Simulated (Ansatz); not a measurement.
Write the native input for Ansatz 0.2.0 that does the following.

```
Task                : single point
Functional          : HSE03
Potentials or basis : Ansatz PAW
Cutoff              : 420 eV (not typed: the program's choice for these potentials)
k mesh              : 5 × 5 × 5
Occupations         : cold, width 0.025 eV
Spin                : spin-orbit coupling, no magnetisation
```

The system is HgTe.

```
Hg Te
1.0
     0.00000    3.18000    3.18000
     3.18000    0.00000    3.18000
     3.18000    3.18000    0.00000
Hg Te
1 1
Cartesian
  0.0000 0.0000 0.0000
  3.1800 3.1800 3.1800
```

Measurements of this composition are mostly on another form, of space group No. 216.

The input as run:

input.yaml

```yaml
crystal:
  lattice: { a: 6.36, b: 6.36, c: 6.36, alpha: 90.0, beta: 90.0, gamma: 90.0 }
  space_group: 225
  reduce_to_primitive: true
  atoms:
    - { symbol: Hg, wyckoff: "4a", position: [0.0, 0.0, 0.0] }
    - { symbol: Te, wyckoff: "4b", position: [0.5, 0.0, 0.0] }
hamiltonian:
  xc: { exchange: pbe, correlation: pbe, exx: { coeff: 0.25, omega: 0.3 } }
  pseudopotentials: { kind: paw_fr }
magnetization:
  noncollinear: true
  spin_orbit: true
kpoints:
  mp_grid: { grid: [5, 5, 5] }
scf:
  occupations: { method: cold, width: 0.025 }
output:
  forces: true
  stress: true
  eigenvalues: true
```

Potentials or basis: Ansatz PAW.

Run with:

```console
$ ansatz run input.yaml --threads 1 --pin off --max-ram 2560MiB --backend cpu --events-out ev --progress --plain --runs-dir out
```

Results of the run:

The pressure is -5.0 GPa and the band gap on the k mesh is none (metal or under the smearing width).

Caveat: the PAW data sets come from PBE, with cores solved anew for the run's functional, which leaves a small shift of forces and pressure; the thresholds are loose for stress.

Run time: 4.7 min on 1 thread of Arm Neoverse V1, on a shared host, peak memory 1.9 GiB.
